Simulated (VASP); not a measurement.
# GaSb (F-43m) in VASP: settings compared

Aim: see how the results for GaSb move with the level of theory and the settings. Levels: BLYP, PBEsol+D3(BJ), LDA. Tasks: single point.

Program: VASP 6.6.1. These are calculated values, not measurements. Logs are shortened: lines on timing, memory, paths and dates and some standing lists are left out, and cuts for length are marked.

**Experimental background.**

A printed reference work, data compilation reports, for a bulk crystal of GaSb at 4.2 K: band gap 0.811 eV (direct).

The runs below are set against these values where they give the same quantity.

### 1 The cell of the first run

It takes space group F-43m (No. 216, cubic). Conventional cell: a = 6.118 Å, b = 6.118 Å, c = 6.118 Å, α = 90.00°, β = 90.00°, γ = 90.00°. Sb (site symmetry -43m) has 4 Ga at 2.65 Å within 3.5 Å. Ga (site symmetry -43m) has 4 Sb at 2.65 Å within 3.5 Å.

### 2 Single point, BLYP

Input file INCAR:

```
PREC = Accurate ; ENCUT = 520
EDIFF = 1E-6 ; ISMEAR = -1
SIGMA = 0.05 ; LREAL = False
LASPH = True ; NELM = 80
ALGO = Normal ; ISIF = 2
LWAVE = False ; LCHARG = False
GGA = B5 ; ALDAX = 1.0
AGGAX = 1.0 ; AGGAC = 1.0
ALDAC = 0.0 ; NBANDS = 16
```

Input file KPOINTS:

```
Automatic mesh
0
Gamma
  8 8 8
```

Input file POSCAR:

```
GaSb
1.0
    0.0000000000      3.0590000000      3.0590000000
    3.0590000000      0.0000000000      3.0590000000
    3.0590000000      3.0590000000      0.0000000000
Sb Ga
1 1
Direct
    0.7500000000      0.7500000000      0.7500000000
    0.0000000000      0.0000000000      0.0000000000
```

Potentials or basis: VASP PAW PBE potentials, release 64 (Sb, Ga_d).

On the command line:

```
$ cat potpaw_PBE.64/Sb/POTCAR potpaw_PBE.64/Ga_d/POTCAR > POTCAR
$ mpirun -np 1 vasp_std > vasp.out
```

OUTCAR:

```text
PREC = Accurate
   ENCUT = 520
   EDIFF = 1E-6
   ISMEAR = -1
   LREAL = False
   LASPH = True
   NELM = 80
   ISIF = 2
   GGA = B5

 ion  position               nearest neighbor table
   1  0.750  0.750  0.750-   2 2.65   2 2.65   2 2.65   2 2.65
   2  0.000  0.000  0.000-   1 2.65   1 2.65   1 2.65   1 2.65

  LATTYP: Found a face centered cubic cell.
 ALAT       =     6.1180000000

  Lattice vectors:

 A1 = (   0.0000000000,   3.0590000000,   3.0590000000)
 A2 = (   3.0590000000,   0.0000000000,   3.0590000000)
 A3 = (   3.0590000000,   3.0590000000,   0.0000000000)

Analysis of symmetry for initial positions (statically):
=====================================================================
 Subroutine PRICEL returns:
 Original cell was already a primitive cell.

 Routine SETGRP: Setting up the symmetry group for a
 face centered cubic supercell.

 Subroutine GETGRP returns: Found 24 space group operations
 (whereof 24 operations were pure point group operations)
 out of a pool of 48 trial point group operations.

The static configuration has the point symmetry T_d .

Analysis of symmetry for dynamics (positions and initial velocities):
=====================================================================
 Subroutine PRICEL returns:
 Original cell was already a primitive cell.

 Routine SETGRP: Setting up the symmetry group for a
 face centered cubic supercell.

 Subroutine GETGRP returns: Found 24 space group operations
 (whereof 24 operations were pure point group operations)
 out of a pool of 48 trial point group operations.

The dynamic configuration has the point symmetry T_d .

 Subroutine INISYM returns: Found 24 space group operations
 (whereof 24 operations are pure point group operations),
 and found     1 'primitive' translations

----------------------------------------------------------------------------------------

                                     Primitive cell

  volume of cell :      57.2491

  direct lattice vectors                    reciprocal lattice vectors
     0.000000000  3.059000000  3.059000000    -0.163452109  0.163452109  0.163452109
     3.059000000  0.000000000  3.059000000     0.163452109 -0.163452109  0.163452109
     3.059000000  3.059000000  0.000000000     0.163452109  0.163452109 -0.163452109

  length of vectors
     4.326079287  4.326079287  4.326079287     0.283107357  0.283107357  0.283107357

  position of ions in fractional coordinates (direct lattice)
     0.750000000  0.750000000  0.750000000
     0.000000000  0.000000000  0.000000000

  ion indices of the primitive-cell ions
   primitive index   ion index
                 1           1
                 2           2

----------------------------------------------------------------------------------------

 KPOINTS: Automatic mesh

Automatic generation of k-mesh.
 Grid dimensions read from file:
 generate k-points for:    8    8    8

 Generating k-lattice:

  Cartesian coordinates                     Fractional coordinates (reciprocal lattice)
    -0.020431514  0.020431514  0.020431514     0.125000000  0.000000000  0.000000000
     0.020431514 -0.020431514  0.020431514     0.000000000  0.125000000  0.000000000
     0.020431514  0.020431514 -0.020431514     0.000000000  0.000000000  0.125000000

  Length of vectors
     0.035388420  0.035388420  0.035388420

  Shift w.r.t. Gamma in fractional coordinates (k-lattice)
     0.000000000  0.000000000  0.000000000

 Subroutine IBZKPT returns following result:
 ===========================================

 Found     29 irreducible k-points:

 Following reciprocal coordinates:
            Coordinates               Weight
  0.000000  0.000000  0.000000      1.000000
  0.125000  0.000000  0.000000      8.000000
  0.250000  0.000000  0.000000      8.000000
  0.375000  0.000000  0.000000      8.000000
  0.500000  0.000000  0.000000      4.000000
  0.125000  0.125000  0.000000      6.000000
[... 16 lines left out ...]
  0.500000  0.250000  0.125000     48.000000
 -0.375000  0.250000  0.125000     24.000000
 [... further k-points ...]
   k-points           NKPTS =     29   k-points in BZ     NKDIM =     29   number of bands    NBANDS=     16
   number of dos      NEDOS =    301   number of ions     NIONS =      2
   total plane-waves  NPLWV =  32768
   dimension x,y,z NGX =    32 NGY =   32 NGZ =   32
   dimension x,y,z NGXF=    64 NGYF=   64 NGZF=   64
   ions per type =               1   1
   NGX,Y,Z   is equivalent  to a cutoff of  12.30, 12.30, 12.30 a.u.
   NGXF,Y,Z  is equivalent  to a cutoff of  24.59, 24.59, 24.59 a.u.
 SYSTEM =  unknown system
   PREC   = accura    normal or accurate (medium, high low for compatibility)
   ISTART =      0    job   : 0-new  1-cont  2-samecut
   ICHARG =      2    charge: 1-file 2-atom 10-const
   ISPIN  =      1    spin polarized calculation?
   LNONCOLLINEAR =      F non collinear calculations
   LSORBIT =      F    spin-orbit coupling
   LASPH  =      T    aspherical Exc in radial PAW
   ENCUT  =  520.0 eV  38.22 Ry    6.18 a.u.   8.04  8.04  8.04*2*pi/ulx,y,z
   NELM   =     80;   NELMIN=  2; NELMDL= -5     # of ELM steps
   EDIFF  = 0.1E-05   stopping-criterion for ELM
   LREAL  =      F    real-space projection
   EDIFFG = 0.1E-04   stopping-criterion for IOM
   NSW    =      0    number of steps for IOM
   IBRION =     -1    ionic relax: 0-MD 1-quasi-New 2-CG
   NFREE  =      0    steps in history (QN), initial steepest desc. (CG)
   ISIF   =      2    stress and relaxation
   ISYM   =      2    0-nonsym 1-usesym 2-fastsym
   POTIM  = 0.5000    time-step for ionic-motion
   TEBEG  =    0.0;   TEEND  =   0.0 temperature during run
   PSTRESS=    0.0 pullay stress
   NELECT =      18.0000    total number of electrons
   NUPDOWN=      -1.0000    fix difference up-down
   EMIN   =  10.00;   EMAX   =-10.00  energy-range for DOS
   EFERMI =   0.00;   METHOD = LEGACY
   ISMEAR =    -1;   SIGMA  =   0.05  broadening in eV -4-tet -1-fermi 0-gaus
   EFERMI_NEDOS =   21; number of points for ismear=-14 and -15
   IALGO  =     38    algorithm
   IMIX   =      4    mixing-type and parameters
     AMIX     =   0.40;   BMIX     =  1.00
     AMIX_MAG =   1.60;   BMIX_MAG =  1.00
  volume/ion in A,a.u.               =      28.62       193.17
  Fermi-wavevector in a.u.,A,eV,Ry     =   1.113208  2.103657 16.860766  1.239231
  Thomas-Fermi vector in A             =   2.249790
   LORBIT       =      0    0 simple, 1 ext, 2 COOP (PROOUT), +10 PAW based schemes
   GGA     = B5    functional components
   LHFCALC =     F    Hartree Fock is set to
   AEXX    =    0.0000 exact exchange contribution
   IVDW    =     0    specifies the selected vdW correction
   LEPSILON=     F    determine dielectric tensor
   LRPA    =     F    only Hartree local field effects (RPA)
 non-spin polarized calculation
  energy-cutoff  :      520.00
  volume of cell :       57.25
 maximum number of plane-waves:      1572
   NGX = 17   NGY = 17   NGZ = 17

 number of electron      17.9999986 magnetization

 Free energy of the ion-electron system (eV)
  ---------------------------------------------------
  ext. energy  EPLUGINS =         0.00000000
  ---------------------------------------------------
  free energy    TOTEN  =        -6.01017880 eV

  energy without entropy =       -6.00969753  energy(sigma->0) =       -6.00993816

 E-fermi :   5.3449     XC(G=0):  -8.5165

 val. band max:        5.3028186028   @ k =   0.0000   0.0000   0.0000
 cond. band min:       5.6952940305   @ k =   0.5000   0.0000   0.0000
 fundamental gap:      0.3924754276
 Fermi energy:         5.3448968144

 k-point     1 :       0.0000    0.0000    0.0000
  band No.  band energies     occupation
      1      -9.7996      2.00000
      2      -9.7996      2.00000
      3      -9.7996      2.00000
      4      -9.7493      2.00000
      5      -9.7493      2.00000
      6      -6.1846      2.00000
[... 8 lines left out ...]
     15      14.0471      0.00000
     16      14.0471      0.00000

 k-point     2 :       0.1250    0.0000    0.0000
  band No.  band energies     occupation
      1      -9.8037      2.00000
      2      -9.7978      2.00000
      3      -9.7978      2.00000
      4      -9.7495      2.00000
      5      -9.7495      2.00000
      6      -6.0259      2.00000
[... 8 lines left out ...]
     15      13.2744      0.00000
     16      13.2744      0.00000

 k-point     3 :       0.2500    0.0000    0.0000
  band No.  band energies     occupation
      1      -9.8135      2.00000
      2      -9.7937      2.00000
      3      -9.7937      2.00000
      4      -9.7497      2.00000
      5      -9.7497      2.00000
      6      -5.5744      2.00000
[... 8 lines left out ...]
     15      13.0580      0.00000
     16      13.0580      0.00000

 k-point     4 :       0.3750    0.0000    0.0000
  band No.  band energies     occupation
      1      -9.8231      2.00000
      2      -9.7902      2.00000
      3      -9.7902      2.00000
      4      -9.7494      2.00000
      5      -9.7494      2.00000
      6      -4.9505      2.00000
[... 8 lines left out ...]
     15      13.9848      0.00000
     16      13.9848      0.00000

 k-point     5 :       0.5000    0.0000    0.0000
  band No.  band energies     occupation
      1      -9.8270      2.00000
      2      -9.7889      2.00000
      3      -9.7889      2.00000
      4      -9.7491      2.00000
      5      -9.7491      2.00000
      6      -4.5802      2.00000
[... 8 lines left out ...]
     15      15.3134      0.00000
     16      15.3134      0.00000

 k-point     6 :       0.1250    0.1250    0.0000
  band No.  band energies     occupation
      1      -9.8070      2.00000
      2      -9.7961      2.00000
      3      -9.7961      2.00000
      4      -9.7506      2.00000
      5      -9.7487      2.00000
      6      -5.9722      2.00000
[... 8 lines left out ...]
     15      12.4274      0.00000
     16      14.2466      0.00000
[... 267 lines left out ...]
 k-point    21 :       0.5000    0.5000    0.0000
  band No.  band energies     occupation
      1      -9.8444      2.00000
      2      -9.7752      2.00000
      3      -9.7752      2.00000
      4      -9.7610      2.00000
      5      -9.7452      2.00000
      6      -3.7525      2.00000
[... 8 lines left out ...]
     15      16.1694      0.00000
     16      16.7500      0.00000

 k-point    22 :       0.3750    0.2500    0.1250
  band No.  band energies     occupation
      1      -9.8233      2.00000
      2      -9.7890      2.00000
      3      -9.7876      2.00000
      4      -9.7532      2.00000
      5      -9.7480      2.00000
      6      -5.1802      2.00000
[... 8 lines left out ...]
     15      14.5265      0.00000
     16      14.7219      0.00000

 k-point    23 :       0.5000    0.2500    0.1250
  band No.  band energies     occupation
      1      -9.8297      2.00000
      2      -9.7865      2.00000
      3      -9.7842      2.00000
      4      -9.7531      2.00000
      5      -9.7484      2.00000
      6      -4.5820      2.00000
[... 8 lines left out ...]
     15      14.1979      0.00000
     16      15.6618      0.00000

 k-point    24 :      -0.3750    0.2500    0.1250
  band No.  band energies     occupation
      1      -9.8322      2.00000
      2      -9.7858      2.00000
      3      -9.7829      2.00000
      4      -9.7523      2.00000
      5      -9.7491      2.00000
      6      -4.2281      2.00000
[... 8 lines left out ...]
     15      15.1711      0.00000
     16      15.6021      0.00000

 [... further k-points ...]
[... 5 lines left out ...]
  --------------------------------------------------------------------------------------
  -------------------------------------------------------------------------------------
  Total        1.9831682      1.9831682      1.9831682     -0.0000000      0.0000000     -0.0000000
  in kB       55.5011157     55.5011157     55.5011157     -0.0000000      0.0000000     -0.0000000
  external PRESSURE =      55.5011157 kB  Pullay stress =       0.0000000 kB

 VOLUME and BASIS-vectors are now :
 -----------------------------------------------------------------------------
  energy-cutoff  :      520.00
  volume of cell :       57.25
      direct lattice vectors                 reciprocal lattice vectors
     0.000000000  3.059000000  3.059000000    -0.163452109  0.163452109  0.163452109
     3.059000000  0.000000000  3.059000000     0.163452109 -0.163452109  0.163452109
     3.059000000  3.059000000  0.000000000     0.163452109  0.163452109 -0.163452109

 POSITION                                       TOTAL-FORCE (eV/Angst)
 -----------------------------------------------------------------------------------
      4.58850      4.58850      4.58850         0.000000      0.000000      0.000000
      0.00000      0.00000      0.00000        -0.000000     -0.000000     -0.000000
 -----------------------------------------------------------------------------------
    total drift:                               -0.000001     -0.000001     -0.000001

  FREE ENERGIE OF THE ION-ELECTRON SYSTEM (eV)
  ---------------------------------------------------
  free  energy   TOTEN  =        -6.0101788016 eV

  energy  without entropy=       -6.0096975264  energy(sigma->0) =       -6.00993816
```

Wall time 30 s (1 thread of Intel Xeon Platinum 8375C at 2.90GHz (Ice Lake), shared host); peak memory 0.18 GiB.

What came out:

```
Free energy            : -6.0102 eV
Pressure               : 5.6 GPa
Band gap on the k mesh : zero (filled and empty bands touch)
```

Levels at points of the mesh, in eV from the Fermi level:
```
           k point  band 7  band 8  band 9  band 10  band 11  band 12
(0.00, 0.00, 0.00)   -0.16   -0.04   -0.04    -0.04     2.76     2.76
(0.50, 0.00, 0.00)   -6.40   -1.19   -1.19     0.35     3.77     3.77
(0.50, 0.50, 0.00)   -6.89   -2.59   -2.59     0.94     1.36     8.57
```

Caveat: the PAW data sets were made with another functional, which shifts forces and pressure a little; spin-orbit coupling is left out, which moves the levels of the heavy elements.

### 3 Single point, PBEsol+D3(BJ)

This run uses another cell than the first one, of 26.91 Å³/atom, 0.940 times its volume.

Input file INCAR:

```
SYSTEM = GaSb
PREC     = Accurate       ! precision mode
ENCUT    = 520            ! plane-wave cutoff, eV
EDIFF    = 1E-6           ! SCF threshold, eV
ISMEAR   = -1             ! smearing method
SIGMA    = 0.05           ! smearing width, eV
LREAL    = .FALSE.        ! projectors in reciprocal space
LASPH    = .TRUE.         ! aspherical terms in the spheres
NELM     = 100            ! most SCF steps
ALGO     = Normal         ! electronic algorithm
ISIF     = 2              ! what is computed and relaxed
LWAVE    = .FALSE.        ! write WAVECAR
LCHARG   = .FALSE.        ! write CHGCAR
GGA      = PS             ! functional
IVDW     = 12             ! dispersion correction
NBANDS   = 16             ! bands
```

Input file KPOINTS:

```
regular mesh
0
G
  8 8 8
  0 0 0
```

Input file POSCAR:

```
GaSb
1.0
    0.0000000000      2.9965539066      2.9965539066
    2.9965539066      0.0000000000      2.9965539066
    2.9965539066      2.9965539066      0.0000000000
Sb Ga
1 1
Direct
    0.7500000000      0.7500000000      0.7500000000
    0.0000000000      0.0000000000      0.0000000000
```

Potentials or basis: VASP PAW PBE potentials, release 64 (Sb, Ga_d).

On the command line:

```
$ cat potpaw_PBE.64/Sb/POTCAR potpaw_PBE.64/Ga_d/POTCAR > POTCAR
$ mpirun -np 1 vasp_std > vasp.out
```

It took 13 s on 1 thread of Intel Xeon Platinum 8488C (Sapphire Rapids), shared host; peak memory 0.19 GiB.

The run converged. Its results:

```yaml
Free_energy: -8.8012 eV
Pressure: 1.6 GPa
Band_gap_on_the_k_mesh: 0.44 eV, direct
Dispersion_energy_per_atom: -0.344 eV
```

Levels at points of the mesh, in eV from the valence-band top:
| k point | band 6 | band 7 | band 8 | band 9 | band 10 | band 11 | band 12 | band 13 |
| --- | --- | --- | --- | --- | --- | --- | --- | --- |
| (0.00, 0.00, 0.00) | -11.95 | 0.00 | 0.00 | 0.00 | 0.44 | 2.74 | 2.74 | 2.74 |
| (0.50, 0.00, 0.00) | -10.16 | -6.72 | -1.26 | -1.26 | 0.48 | 3.71 | 3.71 | 6.27 |
| (0.50, 0.50, 0.00) | -9.23 | -7.13 | -2.81 | -2.81 | 0.76 | 1.03 | 9.08 | 9.08 |

Caveat: the PAW data sets were made with another functional, which shifts forces and pressure a little; spin-orbit coupling is left out, which moves the levels of the heavy elements.

### 4 Single point, LDA

This run uses another cell than the first one, of 26.91 Å³/atom, 0.940 times its volume.

Input file INCAR:

```
PREC     = Accurate       # precision mode
ENCUT    = 520            # plane-wave cutoff, eV
EDIFF    = 1E-6           # SCF threshold, eV
ISMEAR   = -1             # smearing method
SIGMA    = 0.05           # smearing width, eV
LREAL    = False          # projectors in reciprocal space
LASPH    = True           # aspherical terms in the spheres
NELM     = 80             # most SCF steps
ALGO     = Normal         # electronic algorithm
ISIF     = 2              # what is computed and relaxed
LWAVE    = False          # write WAVECAR
LCHARG   = False          # write CHGCAR
GGA      = CA             # functional
NBANDS   = 16             # bands
```

Input file KPOINTS:

```
regular mesh
0
Gamma
  8 8 8
```

POSCAR is that of step 3.

Potentials or basis: VASP PAW LDA potentials, release 64 (Sb, Ga_d).

On the command line:

```
$ cat potpaw_LDA.64/Sb/POTCAR potpaw_LDA.64/Ga_d/POTCAR > POTCAR
$ mpirun -np 1 vasp_std > vasp.out
```

It took 12 s on 1 thread of Intel Xeon Platinum 8488C (Sapphire Rapids), shared host; peak memory 0.16 GiB.

It converged, with:

| Item | Value |
| --- | --- |
| Free energy | -8.6570 eV |
| Pressure | 1.8 GPa |
| Band gap on the k mesh | 0.32 eV, direct |

Levels at points of the mesh, in eV from the valence-band top:
```
           k point  band 5  band 6  band 7  band 8  band 9  band 10  band 11  band 12  band 13  band 14
(0.00, 0.00, 0.00)  -15.22  -11.96    0.00    0.00    0.00     0.32     2.73     2.73     2.73     5.67
(0.50, 0.00, 0.00)  -15.22  -10.18   -6.72   -1.26   -1.26     0.43     3.71     3.71     6.27     9.57
(0.50, 0.50, 0.00)  -15.22   -9.26   -7.15   -2.80   -2.80     0.76     1.04     8.98     8.98    10.44
```

Caveat: spin-orbit coupling is left out, which moves the levels of the heavy elements.

### 5 Single point, PBEsol+D3(BJ)

This run uses another cell than the first one, of 27.48 Å³/atom, 0.960 times its volume.

Input file INCAR:

```
ALGO = Normal
EDIFF = 1E-7
ENCUT = 520
GGA = PS
ISIF = 2
ISMEAR = -1
IVDW = 12
LASPH = True
LCHARG = True
LELF = True
LREAL = False
LVHAR = True
LWAVE = False
NBANDS = 16
NELM = 80
PREC = Accurate
SIGMA = 0.05
```

Input file KPOINTS:

```
k-points
0
Gamma
  8 8 8
```

Input file POSCAR:

```
GaSb
1.0
    0.0000000000      3.0176570942      3.0176570942
    3.0176570942      0.0000000000      3.0176570942
    3.0176570942      3.0176570942      0.0000000000
Sb Ga
1 1
Direct
    0.7500000000      0.7500000000      0.7500000000
    0.0000000000      0.0000000000      0.0000000000
```

Potentials or basis: VASP PAW PBE potentials, release 64 (Sb, Ga_d).

On the command line:

```
$ cat potpaw_PBE.64/Sb/POTCAR potpaw_PBE.64/Ga_d/POTCAR > POTCAR
$ mpirun -np 1 vasp_std > vasp.out
```

It took 16 s on 1 thread of Intel Xeon Platinum 8488C (Sapphire Rapids), shared host; peak memory 0.2 GiB.

It converged, with:

```yaml
Free_energy: -8.8077 eV
Pressure: 0.3 GPa
Band_gap_on_the_k_mesh: 0.28 eV, direct
Dispersion_energy_per_atom: -0.337 eV
```

Levels at points of the mesh, in eV from the valence-band top:
```
           k point  band 5  band 6  band 7  band 8  band 9  band 10  band 11  band 12  band 13  band 14
(0.00, 0.00, 0.00)  -15.03  -11.80    0.00    0.00    0.00     0.28     2.74     2.74     2.74     5.66
(0.50, 0.00, 0.00)  -15.03  -10.06   -6.61   -1.23   -1.23     0.43     3.71     3.71     6.29     9.49
(0.50, 0.50, 0.00)  -15.02   -9.17   -7.03   -2.73   -2.73     0.79     1.08     8.93     8.93    10.33
```

Caveat: the PAW data sets were made with another functional, which shifts forces and pressure a little; spin-orbit coupling is left out, which moves the levels of the heavy elements.

(Part 1 of 2 ends here.)
